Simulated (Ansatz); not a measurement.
Write the native input for Ansatz 0.2.0 that does the following.

```yaml
Task: relaxation of cell and atoms
Functional: PBEsol
Potentials_or_basis: Ansatz PAW
Cutoff: "420 eV (not typed: the program's choice for these potentials)"
k_mesh: 11 × 11 × 11
Occupations: fermi-dirac, width 0.05 eV
Spin: no spin polarisation
```

Crystal: NbP.

```
CELL_PARAMETERS angstrom
-1.67492 1.67492 5.74011
1.67492 -1.67492 5.74011
1.67492 1.67492 -5.74011
ATOMIC_POSITIONS crystal
Nb 0.24988 0.74988 0.50000
Nb 0.49988 0.49988 0.00000
P 0.83275 0.33275 0.50000
P 0.08275 0.08275 0.00000
```

The cell is a database's computed one.

The input as run:

input.yaml

```yaml
crystal:
  lattice:
    - [-1.6749232544, 1.6749232544, 5.7401081759]
    - [1.6749232544, -1.6749232544, 5.7401081759]
    - [1.6749232544, 1.6749232544, -5.7401081759]
  atoms:
    - { symbol: Nb, position: [0.2498808, 0.7498808, 0.5] }
    - { symbol: Nb, position: [0.4998808, 0.4998808, 0.0] }
    - { symbol: P, position: [0.83274777, 0.33274777, 0.5] }
    - { symbol: P, position: [0.08274777, 0.08274777, 0.0] }
hamiltonian:
  xc: pbesol
  pseudopotentials: { kind: paw }
kpoints:
  mp_grid: { grid: [11, 11, 11] }
scf:
  occupations: { method: fermi_dirac, width: 0.05 }
output:
  forces: true
  stress: true
  eigenvalues: true
relax:
  f_tol: 0.01
  max_steps: 40
  cell: { stress_tol: 0.05 }
```

Potentials or basis: Ansatz PAW.

The run is started by

```bash
$ ansatz run input.yaml --threads 2 --pin off --max-ram 5632MiB --backend cpu --events-out ev --progress --plain --runs-dir out
```

Results of the run:

```json
{
  "Relaxed volume": "15.56 Å³/atom",
  "Relaxed cell": "a = 6.114 Å, b = 6.114 Å, c = 6.114 Å, α = 148.49°, β = 148.49°, γ = 45.16°",
  "Space group after relaxing (to 0.05 Å)": "I4_1md (No. 109)",
  "Energy gained by relaxing": "11.2 meV/atom",
  "Ionic steps": "5",
  "Pressure after relaxing": "0.0 GPa",
  "Band gap on the k mesh": "0.06 eV, indirect (least direct gap 0.08 eV)"
}
```

Caveat: odd divisions of the mesh miss points on the zone boundary, where band edges often lie, so the gap on the mesh can be too wide; the plane-wave basis is chosen anew once the cell has moved, so the energies of steps on either side of that aren't comparable; the PAW data sets come from PBE, with cores solved anew for the run's functional, which leaves a small shift of forces and pressure.

It took 51 s on 2 threads of Arm Neoverse V2 (shared host), peak memory 0.48 GiB.
